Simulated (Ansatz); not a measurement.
# Rhodium, hcp under revPBE: structure, energy and stiffness, part 1 of 2

Aim: take rhodium in the hcp structure, relax it, solve it on a dense k-mesh, then scale the cell to 7 volumes from 88 to 112 % of the relaxed one and try a fit of the equation of state. Spin polarisation is left out. The k-meshes are 13×13×7 for the relaxation; 22×22×12 for the dense run; 15×15×8 for the volumes.

This is Rh in the hcp structure; at room conditions it is fcc.

Computed with Ansatz 0.2.0 (DFT revPBE, plane waves (420 eV) with PAW, scalar-relativistic; the PAW data stem from PBE, with regenerated cores, unless a step says otherwise).

## 1. Starting point

The structure is hexagonal, space group P6_3/mmc (No. 194). The conventional cell has a = 2.689 Å, b = 2.689 Å, c = 4.391 Å, α = 90.00°, β = 90.00°, γ = 120.00°. Rh (site symmetry -6m2) has 12 Rh at 2.69 Å as nearest neighbours.

As a file:

```cif
data_structure
_symmetry_space_group_name_H-M 'P6_3/mmc'
_symmetry_Int_Tables_number 194
_cell_length_a 2.6892
_cell_length_b 2.6892
_cell_length_c 4.3915
_cell_angle_alpha 90.000
_cell_angle_beta 90.000
_cell_angle_gamma 120.000
_cell_volume 27.50
loop_
_atom_site_label
_atom_site_type_symbol
_atom_site_symmetry_multiplicity
_atom_site_Wyckoff_symbol
_atom_site_fract_x
_atom_site_fract_y
_atom_site_fract_z
_atom_site_occupancy
Rh1 Rh 2 c 0.33333 0.66667 0.25000 1
```

## 2. Relaxing cell and atoms

Contents of input.yaml:

```yaml
crystal:
  lattice:
    - [2.6891940459, 0.0, 0.0]
    - [-1.3445970229, 2.3289103594, 0.0]
    - [0.0, 0.0, 4.3914538769]
  atoms:
    - { symbol: Rh, position: [0.3333333333, 0.6666666667, 0.25] }
    - { symbol: Rh, position: [0.6666666667, 0.3333333333, 0.75] }
hamiltonian:
  xc: revpbe
  pseudopotentials:
    kind: paw
    azcp:
      Rh: "pseudopotentials/Rh.paw.azcp"
basis:
  ecutwfc: 420
  fft_grid_basis: typed
kpoints:
  mp_grid: { grid: [13, 13, 7], shift: [0, 0, 0] }
magnetization:
  spin_polarized: false
scf:
  occupations: { method: fermi_dirac, width: 0.1 }
relax:
  max_steps: 60
  f_tol: 0.01
  cell: {}
output:
  write_density: true
  write_potential: true
  elf: true
  volumetric_format: npy
```

What it wrote (excerpt; [...] marks lines left out):

```text
Warning: RAYON_NUM_THREADS=2 ignored (pool sized by the plan → 2); use --threads N
[...]
Pseudopotentials: kind: paw
Pseudopotential: Rh, paw, valence charge 17, recommended cutoff 420 eV (normal), <dir>
Functional definition: revPBE
[...]
Crystal: 2 atoms, lattice volume = 27.503 Å³
Basis set: ecut = 420 eV, 549 PW (Γ), exchange–correlation on 36×36×60 points (8 copies of the dense FFT grid, shifted against one another)
Bands: 21, of which v1, the nominal top of the filled ones, is band 17 counted from 1 (16 counted from 0)
Symmetry: 24 space group operations
Space group: P63/mmc (ITA 194), of the structure as read, at distance tolerance 3.0e-5 Å
k-points: 84 of 1183
[...]
SCF iter   1: F=—  HF=-12816.371954 eV  |F-HF|=—  |Δ(HF+E_count)|=         —  Δρ=7.41e-3  dr2=4.08e-3  ethr=1.77e-3  ⟨swp⟩=4.8  Hψ=6809  notcnv=0
[...]
relax step   1: F+E_penalty+E_count = -12816.37506810 eV  Δ(F+E_penalty+E_count) = +0.000e0 eV  max|allowed force component| = 4.857e-17 eV/Å  Δτ_max = 0.0000 Å  P = +10.611 GPa  Ω = 27.503 Å³  (6 SCF iters, dr2 threshold 1.00e-7 eV, accepted)
[...]
relax step   5: F+E_penalty+E_count = -12816.41247774 eV  Δ(F+E_penalty+E_count) = -5.695e-6 eV  max|allowed force component| = 1.388e-17 eV/Å  Δτ_max = 0.0000 Å  P = +0.000 GPa  Ω = 28.634 Å³  energy of the carried Pulay correction = -8.854e-4 eV  (6 SCF iters, accepted)
[...]
relax step   6: F+E_penalty+E_count = -12816.41330938 eV  Δ(F+E_penalty+E_count) = -8.316e-4 eV  max|allowed force component| = 6.939e-18 eV/Å  Δτ_max = 0.0000 Å  P = -0.012 GPa  Ω = 28.634 Å³  stress off target by 1.70e-2 GPa  SCF on the basis re-selected at this cell (its energy is not [...]
SCF converged after 6 iterations
Free energy (F): -12816.413309 eV
[...]
E sigma→0 (E₀):  -12816.353239 eV
Entropy (-TS):   -0.120140 eV (-60.070 meV/atom)
Fermi energy:    21.412255 eV
[...]
--- Forces (eV/Å), atoms counted from 1 ---
  atom   1  Rh    -0.00000000     0.00000000     0.00000000
  atom   2  Rh     0.00000000    -0.00000000     0.00000000
[...]
--- Stress (GPa, compression-positive) ---
       -0.009926       0.000000       0.000000
        0.000000      -0.009926       0.000000
        0.000000       0.000000      -0.017002
  P = ⅓ Tr σ = -0.0123 GPa (-0.123 kbar)
--- Band table (eV; the first three rows and the last of 84) ---
  k-point 0: bands = ["-57.4181", "-57.3177", "-25.6078", "-25.0298", "-25.0298", "-24.9488", "-24.9338", "-24.9338", "13.6718", "15.5430", "18.5214", "18.5628", "18.5628", "19.0595", "19.0595", "19.5890", "19.5890", "21.5355", "21.5355", "22.2278", "29.7174"]
[...]
--- Relaxed structure (5 steps of the walk, 5 accepted, 1 SCFs on fresh bases) ---
  F+E_penalty+E_count = -12816.41330938 eV   max|allowed force component| = 6.939e-18 eV/Å   (the final SCF, on the basis selected at the relaxed cell)
  cell:  # Å, volume = 28.6336 Å³
    - [2.737847232729995, -2.938975406042768e-11, 0.0]
    - [-1.3689236163395453, 2.371045255239797, 0.0]
    - [0.0, 0.0, 4.410902480770421]
  atoms:
    - { symbol: Rh, position: [0.3333333333333333, 0.6666666666666666, 0.24999999999999994] }
    - { symbol: Rh, position: [0.6666666666666666, 0.33333333333333337, 0.7499999999999999] }
```

Wall time 7.3 s (2 threads of an Arm CPU, shared host); peak memory 0.33 GiB.

Relaxation path:

```csv
step,energy change (meV/atom),largest force (eV/Å),pressure (GPa),volume (Å³/atom)
1,0.00,0.0000,10.61,13.752
2,-8.71,0.0000,-6.73,14.761
3,-18.56,0.0000,-0.68,14.357
4,-18.70,0.0000,0.04,14.314
5,-18.70,0.0000,0.00,14.317
6,-19.12,0.0000,-0.01,14.317
```

Steps that repeat a cell are solved on a basis chosen anew, so their changes of energy are no gain of the relaxation.

Changes in the cell that was computed:

|  | before | after | change |
| --- | --- | --- | --- |
| a (Å) | 2.689 | 2.738 | +1.8 % |
| b (Å) | 2.689 | 2.738 | +1.8 % |
| c (Å) | 4.391 | 4.411 | +0.4 % |
| volume (Å³/atom) | 13.752 | 14.317 | +4.1 % |
| shortest distance (Å) | 2.689 | 2.713 | +0.9 % |
| space group (spins left aside) | P6_3/mmc | P6_3/mmc | same |

## 3. The energy on a finer k-mesh

Contents of input.yaml:

```yaml
crystal:
  lattice:
    - [2.7378472327, 0.0, 0.0]
    - [-1.3689236163, 2.3710452552, 0.0]
    - [0.0, 0.0, 4.4109024808]
  atoms:
    - { symbol: Rh, position: [0.3333333333, 0.6666666667, 0.25] }
    - { symbol: Rh, position: [0.6666666667, 0.3333333333, 0.75] }
hamiltonian:
  xc: revpbe
  pseudopotentials:
    kind: paw
    azcp:
      Rh: "pseudopotentials/Rh.paw.azcp"
basis:
  ecutwfc: 420
  fft_grid_basis: typed
kpoints:
  mp_grid: { grid: [22, 22, 12], shift: [0, 0, 0] }
magnetization:
  spin_polarized: false
scf:
  occupations: { method: fermi_dirac, width: 0.1 }
```

What it wrote (excerpt; [...] marks lines left out):

```text
Warning: RAYON_NUM_THREADS=2 ignored (pool sized by the plan → 2); use --threads N
[...]
[... 3 set-up lines as earlier in the session ...]
[...]
Crystal: 2 atoms, lattice volume = 28.634 Å³
Basis set: ecut = 420 eV, 573 PW (Γ)
Bands: 21, of which v1, the nominal top of the filled ones, is band 17 counted from 1 (16 counted from 0)
[... 1 set-up line as earlier in the session ...]
Space group: P63/mmc (ITA 194), of the structure as read, at distance tolerance 3.1e-5 Å
k-points: 364 of 5808
[...]
SCF iter   1: F=—  HF=-12816.410370 eV  |F-HF|=—  |Δ(HF+E_count)|=         —  Δρ=7.19e-3  dr2=3.77e-3  ethr=1.77e-3  ⟨swp⟩=4.7  Hψ=29357  notcnv=0
[...]
SCF iter   6: F=-12816.413167 eV  HF=-12816.413167 eV  |F-HF|=1.38e-8  |Δ(HF+E_count)|=   4.33e-8  Δρ=8.98e-6  dr2=1.96e-8  ethr=2.94e-10  ⟨swp⟩=2.0  Hψ=15332  notcnv=0
[...]
SCF converged after 6 iterations
Free energy (F): -12816.413167 eV
[...]
E sigma→0 (E₀):  -12816.354441 eV
Entropy (-TS):   -0.117453 eV (-58.726 meV/atom)
Fermi energy:    21.401829 eV
[...]
```

Wall time 4.1 s (2 threads of an Arm CPU, shared host); peak memory 0.4 GiB.

## 4. Equation of state: 88 %

Contents of input.yaml:

```yaml
crystal:
  lattice:
    - [2.6236351193, 0.0, 0.0]
    - [-1.3118175596, 2.2721346636, 0.0]
    - [0.0, 0.0, 4.2268971468]
  atoms:
    - { symbol: Rh, position: [0.3333333333, 0.6666666667, 0.25] }
    - { symbol: Rh, position: [0.6666666667, 0.3333333333, 0.75] }
hamiltonian:
  xc: revpbe
  pseudopotentials:
    kind: paw
    azcp:
      Rh: "pseudopotentials/Rh.paw.azcp"
basis:
  ecutwfc: 420
  fft_grid_basis: typed
kpoints:
  mp_grid: { grid: [15, 15, 8], shift: [0, 0, 0] }
magnetization:
  spin_polarized: false
scf:
  occupations: { method: fermi_dirac, width: 0.1 }
  lower_state_search: "off"
output:
  stress: true
```

What it wrote (excerpt; [...] marks lines left out):

```text
Warning: RAYON_NUM_THREADS=2 ignored (pool sized by the plan → 2); use --threads N
[...]
[... 3 set-up lines as earlier in the session ...]
[...]
Crystal: 2 atoms, lattice volume = 25.198 Å³
Basis set: ecut = 420 eV, 525 PW (Γ)
Bands: 21, of which v1, the nominal top of the filled ones, is band 17 counted from 1 (16 counted from 0)
[... 1 set-up line as earlier in the session ...]
Space group: P63/mmc (ITA 194), of the structure as read, at distance tolerance 2.9e-5 Å
k-points: 135 of 1800
[...]
SCF iter   1: F=—  HF=-12816.011490 eV  |F-HF|=—  |Δ(HF+E_count)|=         —  Δρ=9.55e-3  dr2=4.58e-3  ethr=1.77e-3  ⟨swp⟩=4.7  Hψ=11067  notcnv=0
[...]
SCF iter   6: F=-12816.015250 eV  HF=-12816.015250 eV  |F-HF|=5.49e-9  |Δ(HF+E_count)|=   6.84e-8  Δρ=6.72e-6  dr2=8.09e-9  ethr=2.94e-10  ⟨swp⟩=4.0  Hψ=9314  notcnv=0
[...]
SCF converged after 6 iterations
Free energy (F): -12816.015250 eV
[...]
E sigma→0 (E₀):  -12815.967702 eV
Entropy (-TS):   -0.095095 eV (-47.548 meV/atom)
Fermi energy:    25.179659 eV
[...]
--- Stress (GPa, compression-positive) ---
       42.038517       0.000000       0.000000
        0.000000      42.038517      -0.000000
       -0.000000      -0.000000      43.054584
  P = ⅓ Tr σ = 42.3772 GPa (423.772 kbar)
```

Wall time 1.9 s (2 threads of an Arm CPU, shared host); peak memory 0.32 GiB.

## 5. Equation of state: 92 %

Edit input.yaml of step 4 so:

```diff
@@ -2,5 +2,5 @@
   lattice:
-    - [2.6236351193, 0.0, 0.0]
-    - [-1.3118175596, 2.2721346636, 0.0]
-    - [0.0, 0.0, 4.2268971468]
+    - [2.6627996264, 0.0, 0.0]
+    - [-1.3313998132, 2.3060521217, 0.0]
+    - [0.0, 0.0, 4.2899944663]
   atoms:
```

What it wrote (excerpt; [...] marks lines left out):

```text
Warning: RAYON_NUM_THREADS=2 ignored (pool sized by the plan → 2); use --threads N
[...]
[... 3 set-up lines as earlier in the session ...]
[...]
Crystal: 2 atoms, lattice volume = 26.343 Å³
Basis set: ecut = 420 eV, 537 PW (Γ)
Bands: 21, of which v1, the nominal top of the filled ones, is band 17 counted from 1 (16 counted from 0)
[... 2 set-up lines as earlier in the session ...]
k-points: 135 of 1800
[...]
SCF iter   1: F=—  HF=-12816.248514 eV  |F-HF|=—  |Δ(HF+E_count)|=         —  Δρ=8.78e-3  dr2=4.31e-3  ethr=1.77e-3  ⟨swp⟩=4.7  Hψ=10981  notcnv=0
[...]
SCF iter   6: F=-12816.252108 eV  HF=-12816.252108 eV  |F-HF|=7.46e-9  |Δ(HF+E_count)|=   6.88e-8  Δρ=7.59e-6  dr2=1.07e-8  ethr=2.94e-10  ⟨swp⟩=4.0  Hψ=9351  notcnv=0
[...]
SCF converged after 6 iterations
Free energy (F): -12816.252108 eV
[...]
E sigma→0 (E₀):  -12816.200930 eV
Entropy (-TS):   -0.102356 eV (-51.178 meV/atom)
Fermi energy:    23.808540 eV
[...]
--- Stress (GPa, compression-positive) ---
       24.458203       0.000000      -0.000000
       -0.000000      24.458203      -0.000000
       -0.000000      -0.000000      24.945093
  P = ⅓ Tr σ = 24.6205 GPa (246.205 kbar)
```

Wall time 1.9 s (2 threads of an Arm CPU, shared host); peak memory 0.32 GiB.

(Continued in part 2 of 2.)
